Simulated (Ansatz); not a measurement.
# HgTe, one cell by several methods

```
Hg Te
1.0
     0.09670    3.27185    3.27185
     3.27185    0.09670    3.27185
     3.27185    3.27185    0.09670
Hg Te
1 1
Direct
  0.00000 0.00000 0.00000
  0.75000 0.75000 0.75000
```

Atom numbers follow the list: Hg1, Te2.

The cell is COD entry 1539232, as deposited and not checked against the literature; nothing was relaxed. The listed cell was then made from it by scaling, straining or moving an atom.

Spin–orbit coupling is left out, though it moves levels of the heavy atoms by tenths of an eV or more.

All numbers are computed: DFT, LDA, PAW with Ansatz's default frozen-core files, scalar-relativistic (Ansatz 0.2.0); DFT, LDA, all-electron LAPW, scalar-relativistic (Ansatz 0.2.0).

For PAW: a Γ-centred 11×11×11 k mesh, Fermi–Dirac smearing of 0.03 eV, cutoff 420 eV, no spin polarisation; the PAW files were made with PBE, and the program remakes their frozen cores for this functional. LAPW targets a basis error of 0.5 meV/atom. The Ansatz runs share mesh, smearing and spin set-up. Plane-wave (PAW) pressures include the program's estimate of the Pulay term.

Stress and pressure are positive in compression.

The change that made this cell: equal xy, yz and zx engineering shear strains of +3 %.

PAW results:

```tsv
quantity	PAW
pressure (GPa)	-0.06
stress yz (GPa)	-1.13
stress xz (GPa)	-1.13
stress xy (GPa)	-1.13
force on Hg1, x (eV/Å)	-0.131
force on Te2, x (eV/Å)	0.131
```

**Question.** What does full-potential LAPW give for the same quantities?

**Answer.** 
| quantity | LAPW |
| --- | --- |
| pressure (GPa) | -0.05 |
| stress yz (GPa) | -1.13 |
| stress xz (GPa) | -1.13 |
| stress xy (GPa) | -1.13 |
| force on Hg1, x (eV/Å) | -0.131 |
| force on Te2, x (eV/Å) | 0.131 |
